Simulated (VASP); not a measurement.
Input of a VASP 6.6.1 run:

The input INCAR:

```
SYSTEM = PtSe2
  PREC = Accurate
  ENCUT = 520
  EDIFF = 1E-6
  ISMEAR = 0
  SIGMA = 0.05
  LREAL = .False.
  LASPH = .True.
  NELM = 60
  ALGO = Normal
  ISIF = 2
  LWAVE = .False.
  LCHARG = .True.
  ISPIN = 2
  MAGMOM = 0.52 0 0
  LORBIT = 11
  LMAXMIX = 4
  LDAU = .True.
  LDAUTYPE = 2
  LDAUL = 2 -1
  LDAUU = 6 0
  LDAUJ = 0 0
  LDAUPRINT = 1
  GGA = PS
  LELF = .True.
  LVHAR = .True.
  NBANDS = 22
```

KPOINTS

```
regular mesh
0
Gamma
  6 6 4
  0 0 0
```

File POSCAR:

```
PtSe2
1.0
    3.2802082100     -2.0108328800      0.0000000000
    3.2802082100      2.0108328800      0.0000000000
   -0.0032294100      0.0000000000      4.6257814300
Pt Se
1 2
Direct
    0.0000000000      0.0000000000      0.0000000000
    0.6879000000      0.6879000000      0.2889000000
    0.3121000000      0.3121000000      0.7111000000
```

Potentials or basis: VASP PAW PBE potentials, release 64 (Pt, Se).

Command:

```sh
$ cat potpaw_PBE.64/Pt/POTCAR potpaw_PBE.64/Se/POTCAR > POTCAR
$ mpirun -np 1 vasp_std > vasp.out
```

Question: What does it give for the largest force?

Answer: 1.041 eV/Å.

Question: Predict the net moment.

Answer: 0.00 μB per cell.

Question: Predict the band gap on the k mesh.

Answer: None (metal or under the smearing width).

Eigenvalues of the final occupation matrices:
```tsv
site	spin	trace	eigenvalues
site 1 d	1	4.31	0.71 0.79 0.94 0.94 0.94
site 1 d	2	4.31	0.71 0.79 0.94 0.94 0.94
```

Caveat: the PAW data sets were made with another functional, which shifts forces and pressure a little. The state reached can hang on the start; a lower one may exist.
